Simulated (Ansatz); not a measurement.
**HfC: pressure up to the limit of the methods**

An exercise on one series of results from a longer session: the logs are not shown, and one member is left open.

Program: Ansatz 0.2.0. Level of theory: DFT, PBE, PAW with Ansatz's default frozen-core files, scalar-relativistic. These are calculated values, not measurements.

### The starting structure

It takes space group P6_3/mmc (No. 194, hexagonal). Conventional cell: a = 3.835 Å, b = 3.835 Å, c = 5.944 Å, α = 90.00°, β = 90.00°, γ = 120.00°. Hf (site symmetry -3m) has 6 C at 2.67 Å and 2 Hf at 2.97 Å as nearest neighbours. C (site symmetry -6m2) has 6 Hf at 2.67 Å as nearest neighbours.

Coordinates:

```xyz
4
Lattice="3.8346 0.0000 0.0000 -1.9173 3.3209 0.0000 0.0000 0.0000 5.9437" Properties=species:S:1:pos:R:3 pbc="T T T"
Hf    0.0000    0.0000    0.0000
Hf    0.0000    0.0000    2.9718
C     0.0000    2.2139    1.4859
C     1.9173    1.1070    4.4578
```

Whether this phase is the stable one at these pressures isn't tested.

Atoms are numbered in the order of the input: Hf1, Hf2, C3, C4.

The first run:

Input file input.yaml:

```yaml
crystal:
  lattice:
    - [3.8346374706, 0.0, 0.0]
    - [-1.9173187353, 3.3208934639, 0.0]
    - [0.0, 0.0, 5.9436880795]
  atoms:
    - { symbol: Hf, position: [0.0, 0.0, 0.0] }
    - { symbol: Hf, position: [0.0, 0.0, 0.5] }
    - { symbol: C, position: [0.3333333333, 0.6666666667, 0.25] }
    - { symbol: C, position: [0.6666666667, 0.3333333333, 0.75] }
kpoints:
  mp_grid: { grid: [10, 10, 6] }
scf:
  occupations: { method: fermi_dirac, width: 0.05 }
hamiltonian:
  xc: pbe
  pseudopotentials: { kind: paw }
output:
  forces: true
  stress: true
relax:
  f_tol: 0.005
  max_steps: 40
  cell: {}
```

On the command line:

```
> ansatz run input.yaml --threads 1 --pin off --max-ram 3072MiB --backend cpu --events-out ev --progress --plain --runs-dir out
```

Steps of the session up to this table: Cell relaxed at zero pressure, PAW; Volume scaled by 1, PAW; Shape and atoms relaxed at 0.94 of the volume, PAW; Volume scaled by 0.94, PAW; Shape and atoms relaxed at 0.88 of the volume, PAW; Volume scaled by 0.88, PAW; Shape and atoms relaxed at 0.8 of the volume, PAW; Volume scaled by 0.8, PAW; Shape and atoms relaxed at 0.72 of the volume, PAW; Volume scaled by 0.72, PAW; Volume scaled by 0.72, PAW (cutoff 1000 eV); Shape and atoms relaxed at 0.64 of the volume, PAW; Volume scaled by 0.64, PAW; Shape and atoms relaxed at 0.55 of the volume, PAW; Volume scaled by 0.55, PAW.

One of the session's tables, all rows but one given; the rest of the session is left out.

| method | volume over the first | volume (Å³/atom) | pressure (GPa) |
| --- | --- | --- | --- |
| PAW | 1 | 13.319 | 0.00 |
| PAW | 0.94 | ? | ? |
| PAW | 0.88 | 11.721 | 34.12 |
| PAW | 0.8 | 10.655 | 71.31 |
| PAW | 0.72 | 9.590 | 127.42 |
| PAW | 0.64 | 8.524 | 212.76 |
| PAW | 0.55 | 7.326 | 370.72 |
| PAW (cutoff 1000 eV) | 0.72 | 9.590 | 127.31 |

Estimate the missing values for PAW, 0.94.

**Answer.** volume (Å³/atom): 12.520; pressure (GPa): 14.55. In the column «volume (Å³/atom)» it lies between PAW, 0.88 (11.721) and PAW, 1 (13.319).
